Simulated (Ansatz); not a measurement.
# Nickel, hcp under revPBE: structure, energy and stiffness

Aim: take nickel in the hcp structure, relax it, solve it on a dense k-mesh, then scale the cell to 7 volumes from 88 to 112 % of the relaxed one and try a fit of the equation of state. Spin polarisation is left out, though the real metal is magnetic, so this state lies above the ground state. The k-meshes are 14×14×8 for the relaxation; 24×24×13 for the dense run; 16×16×9 for the volumes.

This is Ni in the hcp structure; at room conditions it is fcc.

Program: Ansatz 0.2.0. Level of theory: DFT revPBE, plane waves (420 eV) with PAW, scalar-relativistic; the PAW data stem from PBE, with regenerated cores. These are calculated values, not measurements.

**1. The system as given**

Symmetry: P6_3/mmc, No. 194, hexagonal system. The conventional cell has a = 2.492 Å, b = 2.492 Å, c = 4.069 Å, α = 90.00°, β = 90.00°, γ = 120.00°. Ni (site symmetry -6m2) has 12 Ni at 2.49 Å as nearest neighbours.

Coordinates:

```
Ni
1.0
     2.49176    0.00000    0.00000
    -1.24588    2.15792    0.00000
     0.00000    0.00000    4.06904
Ni
2
Direct
  0.33333 0.66667 0.25000
  0.66667 0.33333 0.75000
```

**2. Relaxation of the cell**

Contents of input.yaml:

```yaml
crystal:
  lattice:
    - [2.491755966, 0.0, 0.0]
    - [-1.245877983, 2.1579239666, 0.0]
    - [0.0, 0.0, 4.0690374925]
  atoms:
    - { symbol: Ni, position: [0.3333333333, 0.6666666667, 0.25] }
    - { symbol: Ni, position: [0.6666666667, 0.3333333333, 0.75] }
hamiltonian:
  xc: revpbe
  pseudopotentials:
    kind: paw
    azcp:
      Ni: "pseudopotentials/Ni.paw.azcp"
basis:
  ecutwfc: 420
  fft_grid_basis: typed
kpoints:
  mp_grid: { grid: [14, 14, 8], shift: [0, 0, 0] }
magnetization:
  spin_polarized: false
scf:
  occupations: { method: fermi_dirac, width: 0.1 }
relax:
  max_steps: 60
  f_tol: 0.01
  cell: {}
```

After this run come: The energy on a finer k-mesh; Volume × 0.88; Volume × 0.92; Volume × 0.96; Volume × 1.0; Volume × 1.04; Volume × 1.08; Volume × 1.12.

What does the calculation give? Wanted: space group; conventional cell; volume; shortest distance; gap on the mesh; relative to fcc, ferromagnetic; V₀, B₀, B₀′.

The runs gave:

| quantity | value |
| --- | --- |
| space group (spins left aside) | P6_3/mmc (No. 194) |
| conventional cell | a = 2.500 Å, c = 4.110 Å (c/a = 1.644) |
| volume | 11.120 Å³/atom |
| shortest distance | 2.500 Å |
| gap on the mesh | none (levels filled in part) |
| relative to fcc, ferromagnetic | +81 meV/atom |
| V₀, B₀, B₀′ | 11.094 Å³/atom, 186 GPa, 4.9 |

In words: The relaxation enlarged the cell by 1.7 % in volume. It lies 81 meV/atom above the element's reference form at the same level (fcc, ferromagnetic, from a run of its own); part of this is magnetic energy, as this run has no moments. Levels at the Fermi energy are filled in part, as in a metal. B₀ comes out at 186 GPa; letting shape and positions relax at each volume could only lower it. The symmetry was held, so the structure may be unstable against distortions that break it.
